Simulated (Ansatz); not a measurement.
A calculation with Ansatz 0.2.0 of Ta2C (native input, structure typed inline):

input.yaml

```yaml
crystal:
  lattice:
    - [3.1059, 0.0, 0.0]
    - [-1.55295, 2.6897883016, 0.0]
    - [0.0, 0.0, 4.9464]
  atoms:
    - { symbol: Ta, position: [0.6666666667, 0.3333333333, 0.74799] }
    - { symbol: Ta, position: [0.3333333333, 0.6666666667, 0.25201] }
    - { symbol: C, position: [0.0, 0.0, 0.0] }
hamiltonian:
  xc: pbesol
  pseudopotentials: { kind: paw }
  dispersion: d3bj
  hubbard:
    sites: [{ species: Ta, l: d, u_eff: 5.0 }]
    projectors: all-electron-atomic
kpoints:
  mp_grid: { grid: [10, 10, 6] }
scf:
  occupations: { method: fixed }
output:
  forces: true
  stress: true
  eigenvalues: true
  efg: {}
```

Potentials or basis: Ansatz PAW.

The run is started by

```bash
$ ansatz run input.yaml --threads 2 --pin off --max-ram 5120MiB --backend cpu --events-out ev --progress --plain --runs-dir out
```

Question: Write the same calculation in another form: ASE script, structure from a CIF.

Answer: As run:

Contents of run.py:

```python
import json

import ase.io
import numpy as np

import ansatz as az

atoms = ase.io.read("Ta2C.cif")
atoms.info.pop("occupancy", None)

calculation = (
    az.Crystal.from_ase(atoms)
    .calculation()
    .kpoints(10, 10, 6)
    .functional("pbesol", dispersion="d3bj")
    .pseudopotentials(kind="paw")
    .hubbard(projectors="all-electron-atomic")
    .hubbard("Ta", "d", u_eff=5.0)
    .occupations(method="fixed")
    .electric_field_gradient()
    .forces()
    .stress()
    .band_table(publish=True)
)
outcome = calculation.run(threads=2, events_out="events.jsonl")

report = outcome.report
for line in open("events.jsonl"):
    event = json.loads(line)
    if event["event"] == "scf_iter":
        d = event["data"]
        print(f"SCF {d['iter']:3d}  HF = {d['harris_foulkes_ev']:.6f} eV  dr2 = {d['dr2_ev']:.2e} eV")
    elif event["event"] in ("relax_step", "md_step"):
        d = event["data"]
        print(f"{event['event']} {d['step']:3d}  E = {d['lagrangian_ev']:.6f} eV")
np.set_printoptions(precision=5, suppress=True, linewidth=110)
print("converged:", report["converged"], "after", report["n_iterations"], "iterations")
print(f"free energy {report['free_energy_ev']:.6f} eV, Fermi level {report['fermi_energy_ev']:.4f} eV")
for key in ("band_edges_ev", "magnetization_mub", "site_moments_mub", "site_moments_nc_mub", "forces_ev_ang",
                "stress_gpa"):
    if report.get(key) is not None:
        print(key, np.array(report[key]), sep="\n")
```

Contents of Ta2C.cif:

```cif
data_Ta2C
_cell_length_a 3.10590000
_cell_length_b 3.10590000
_cell_length_c 4.94640000
_cell_angle_alpha 90.00000000
_cell_angle_beta 90.00000000
_cell_angle_gamma 120.00000000
_space_group_name_H-M_alt 'P-3m1'
_space_group_name_Hall '-P 3 2"'
_space_group_IT_number 164
loop_
_space_group_symop_operation_xyz
'x,y,z'
'-x,-y,-z'
'-y,x-y,z'
'y,-x+y,-z'
'-x+y,-x,z'
'x-y,x,-z'
'y,x,-z'
'-y,-x,z'
'x-y,-y,-z'
'-x+y,y,z'
'-x,-x+y,-z'
'x,x-y,z'
loop_
_atom_site_label
_atom_site_type_symbol
_atom_site_symmetry_multiplicity
_atom_site_Wyckoff_symbol
_atom_site_fract_x
_atom_site_fract_y
_atom_site_fract_z
_atom_site_occupancy
Ta1 Ta 2 d 0.6666666667 0.3333333333 0.7479900000 1
C1 C 1 a 0.0000000000 0.0000000000 0.0000000000 1
```

Potentials or basis: Ansatz PAW.

Launch:

```console
$ python run.py
```

Both were run:

|  | native input, structure typed inline | ASE script, structure from a CIF |
| --- | --- | --- |
| Pressure | -17.8 GPa | -17.8 GPa |
| Largest force | 0.029 eV/Å | 0.029 eV/Å |
| Band gap on the k mesh | none (metal or under the smearing width) | none (metal or under the smearing width) |

Keys that steer only the numerical path or the files written may differ.

Caveat: U without spin polarisation on a metal has little footing; pairwise dispersion overbinds metals, which lowers pressure and volume; the U is typed as a test and isn't derived for this compound.
